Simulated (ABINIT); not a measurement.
Planning a run of ABINIT 10.8.3 on LiF (Griceite). The input:

```
acell 3*1.0 Angstrom
rprim 
  0.000000000000 2.014000000000 2.014000000000
  2.014000000000 0.000000000000 2.014000000000
  2.014000000000 2.014000000000 -0.000000000000
ntypat 2
znucl 3 9
natom 2
typat 1 2
xred 
  0.000000000000 0.000000000000 0.000000000000
  0.500000000000 0.500000000000 0.500000000000
pp_dirpath "pseudos"
pseudos "Li.upf, F.upf"
ecut 36
ngkpt 10 10 10
nshiftk 1
shiftk 0.5 0.5 0.5
chksymbreak 0
ndtset 3
nband 5
occopt 1
istwfk *1
nstep 60
tolwfr1 1e-18
iscf2 -3
rfelfd2 2
kptopt2 2
getwfk2 1
tolwfr2 1e-18
rfelfd3 3
kptopt3 2
getwfk3 1
getddk3 2
tolvrs3 1e-08
rfdir 1 1 1
nqpt2 1
nqpt3 1
qpt 0 0 0
prtwf3 0
prtden 0
optforces1 0
optstress1 0
kptopt1 1
indata_prefix "in"
outdata_prefix "out"
tmpdata_prefix "tmp"
```

```sh
OMP_NUM_THREADS=1 mpirun -n 4 abinit run.abi > log
```

Question: Estimate wall time and host memory on 4 MPI ranks of Arm Neoverse V2, shared host.

It took 69 s; on shared hardware allow 34 s to 2.3 min. Peak host memory was 0.42 GiB.

[Paths, hosts, dates, memory and timing lines, banners, echoed tables and standing remarks are left out of the program output.]

[Logs are printed without paths, hosts, clocks, repeated set-up lines and the standing remarks that a program may print on its own settings, such as how far it seeks lower states.]

[Runs of the session that timed out or met a known fault of the program may be left out.]

[No measured gap is set beside runs whose start may be inverted or whose files or cutoffs have a known fault.]

[Hosts, paths, dates, database ids (printed as entryN), source tags and the programs' standing remarks are cut or masked in the printed files.]

[G0W0 gaps are taken among the corrected bands and points alone; a level outside them can change the order at an edge.]

[Where Ansatz stands beside ABINIT at settings called matched, ABINIT's density can come from a denser mesh and the files from another edition; pairs whose starting gaps differed by over 0.03 eV were left out, so agreement reads better than it is.]
